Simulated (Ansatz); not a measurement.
Solid S6: from lattice energy to sublimation

Method: Ansatz 0.2.0, DFT PBE+D3(BJ), scalar-relativistic, plane waves, PAW.

Cutoff 420 eV; k points 6×6×6 on the computed 6-atom cell (Γ-centred); Gaussian smearing, width 0.02 eV; no spin polarisation.

```cif
data_structure
_symmetry_space_group_name_H-M 'R-3:H'
_symmetry_Int_Tables_number 148
_cell_length_a 10.5691
_cell_length_b 10.5691
_cell_length_c 4.1806
_cell_angle_alpha 90.000
_cell_angle_beta 90.000
_cell_angle_gamma 120.000
_cell_volume 404.43
loop_
_atom_site_label
_atom_site_type_symbol
_atom_site_symmetry_multiplicity
_atom_site_Wyckoff_symbol
_atom_site_fract_x
_atom_site_fract_y
_atom_site_fract_z
_atom_site_occupancy
S1 S 18 f 0.81923 0.52822 0.44091 1
```

The relaxed cell holds 1 S6 at 134.8 Å³ each. Per molecule the crystal lies 1.0418 eV below the molecule frozen in its crystal shape, and that shape lies 0.0013 eV above the relaxed free molecule.

Put the lattice energy together, estimate the enthalpy of sublimation and the cohesive energy density, and say what binds the crystal.

E_latt = −1.0418 + 0.0013 = -1.0405 eV = -100.4 kJ/mol: the molecule pays 0.1 % of its binding as strain. For rigid molecules with classical lattice modes the gas has 3 RT of translation and rotation plus RT of pV, the crystal 6 RT in its lattice modes, so ΔH_sub ≈ −E_latt − 2RT = 100.4 − 5.0 = 95.4 kJ/mol at 298 K (a solid that melts lower is measured colder, with a smaller RT term). The cohesive energy density is −E_latt per molar volume, 100.4 kJ/mol / 81.2 cm³/mol = 1237 MPa, and its root, 35 MPa^½, is the solid's counterpart of a solubility parameter (the liquid's is smaller). The D3 term adds -1.160 eV between molecules, 111 % of the binding at this geometry: the functional alone binds little or not at all here. The share depends on the functional that the correction is paired with. The Kohn–Sham gap is 2.89 eV in the free molecule, 2.90 eV in the molecule frozen in its crystal shape and 1.87 eV on the crystal's mesh. From the frozen molecule to the crystal it shows a narrowing, by band width and the neighbours' field; the polarisation that lowers true ionisation gaps in solids isn't in these levels.

Quantum lattice modes, thermal expansion and changes of the internal vibrations are left out, each worth up to a few kJ/mol.

This form isn't the element's structure at ambient conditions.

Cost: 3 runs of about 1.3 core-minutes in all, on Arm Neoverse V1 (shared hosts).